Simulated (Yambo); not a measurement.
A run of Yambo 5.3.0:

The input g0w00.in:

```
gw0
dyson
el_el_corr
rim_cut
HF_and_locXC
ppa
em1d
RandQpts= 1000000
RandGvec= 50 RL
EXXRLvcs= 70 Ry
VXCRLvcs= 70 Ry
Chimod= "HARTREE"
% BndsRnXp
 1 | 124 |
%
NGsBlkXp= 12 Ry
% LongDrXp
 1 | 1 | 1 |
%
PPAPntXp= 27.21138 eV
% GbndRnge
 1 | 124 |
%
GTermKind= "BG"
DysSolver= "n"
ExtendOut
% QPkrange
 1 | 1 | 3 | 6 |
 10 | 10 | 3 | 6 |
%
```

File scf.in:

```
&CONTROL
  calculation = 'scf'
  prefix = 'pwscf'
  outdir = './tmp'
  pseudo_dir = './pseudo'
/
&SYSTEM
  ibrav = 0
  nat = 2
  ntyp = 1
  ecutwfc = 70
  nbnd = 9
  occupations = 'smearing'
  smearing = 'fd'
  degauss = 0.00367493
  force_symmorphic = .true.
/
&ELECTRONS
  conv_thr = 4d-10
  electron_maxstep = 120
  mixing_beta = 0.5
/
ATOMIC_SPECIES
C     12.0110 06_C_4_1.2_1.2_pbe_n_v1.0.upf
CELL_PARAMETERS angstrom
   0.0000000000    1.7833700000    1.7833700000
   1.7833700000    0.0000000000    1.7833700000
   1.7833700000    1.7833700000    0.0000000000
ATOMIC_POSITIONS crystal
C      0.7500000000    0.7500000000    0.7500000000
C      0.5000000000    0.5000000000    0.5000000000
K_POINTS automatic
12 12 12 0 0 0
```

nscf.in

```
&CONTROL
  calculation = 'nscf'
  prefix = 'pwscf'
  outdir = './tmp'
  pseudo_dir = './pseudo'
/
&SYSTEM
  ibrav = 0
  nat = 2
  ntyp = 1
  ecutwfc = 70
  nbnd = 124
  occupations = 'fixed'
  force_symmorphic = .true.
/
&ELECTRONS
  conv_thr = 1d-08
  diago_full_acc = .true.
  diago_thr_init = 1d-06
/
ATOMIC_SPECIES
C     12.0110 06_C_4_1.2_1.2_pbe_n_v1.0.upf
CELL_PARAMETERS angstrom
   0.0000000000    1.7833700000    1.7833700000
   1.7833700000    0.0000000000    1.7833700000
   1.7833700000    1.7833700000    0.0000000000
ATOMIC_POSITIONS crystal
C      0.7500000000    0.7500000000    0.7500000000
C      0.5000000000    0.5000000000    0.5000000000
K_POINTS automatic
6 6 6 0 0 0
```

Potentials or basis: SPMS 1.0 PBE.

Command:

```bash
$ OMP_NUM_THREADS=1 pw.x -in scf.in > scf.out
$ OMP_NUM_THREADS=1 pw.x -in nscf.in > nscf.out
$ cd tmp/pwscf.save; p2y; mv SAVE ../..; cd ../..
$ OMP_NUM_THREADS=1 yambo
$ OMP_NUM_THREADS=1 yambo -F g0w00.in -J g0w00 -C g0w00_out
```

Hardware: 1 thread of Arm Neoverse V2 (shared host).

Problem. Estimate the wall time of this run.

Solution. Wall time 2.1 min on 1 thread of Arm Neoverse V2, with other jobs on the host.
